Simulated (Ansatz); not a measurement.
# EuO: the cost of one run

Method: DFT LDA+U (U_eff = 2 eV on Eu f), plane waves, PAW, no spin–orbit coupling unless a run says so, in Ansatz 0.2.0.

## Step 1: The system as given

It takes space group Fm-3m (No. 225, cubic). The conventional cell has a = 5.144 Å, b = 5.144 Å, c = 5.144 Å, α = 90.00°, β = 90.00°, γ = 90.00°. Around Eu (site symmetry m-3m) lie 6 O at 2.57 Å. O (site symmetry m-3m) has 6 Eu at 2.57 Å as nearest neighbours.

As a file:

```xyz
2
Lattice="0.0000 2.5720 2.5720 2.5720 0.0000 2.5720 2.5720 2.5720 0.0000" Properties=species:S:1:pos:R:3 pbc="T T T"
Eu    2.5720    2.5720    2.5720
O     0.0000    0.0000    0.0000
```

An earlier series on this cell reached its lowest free state from «ferromagnetic start, free, symmetry kept, no search», perhaps among other starts.

## Step 2: No spin polarisation

File input.yaml:

```yaml
crystal:
  lattice:
    - [0.0, 2.57195197, 2.57195197]
    - [2.57195197, 0.0, 2.57195197]
    - [2.57195197, 2.57195197, 0.0]
  atoms:
    - { symbol: Eu, position: [0.5, 0.5, 0.5] }
    - { symbol: O, position: [0.0, 0.0, 0.0] }
basis:
  ecutwfc: 420
  ecutrho_ratio: 4
kpoints:
  mp_grid: { grid: [6, 6, 6] }
hamiltonian:
  xc: lda
  hubbard: { sites: [{ site: 0, l: f, u_eff: 2.0 }] }
scf:
  occupations: { method: gaussian, width: 0.05 }
  lower_state_search: "off"
  max_iter: 150
output:
  forces: true
  stress: true
  eigenvalues: true
  populations: true
  hubbard: { sites: [{ site: 0, l: f }] }
```

Command:

```
$ ansatz run input.yaml --threads 2 --pin off --max-ram 3072MiB --backend cpu --events-out ev --progress --plain --runs-dir out
```

Q: Estimate wall time and peak memory on 2 threads of Arm Neoverse V2, shared host.

About 1.5 s, with a peak of 0.29 GiB.
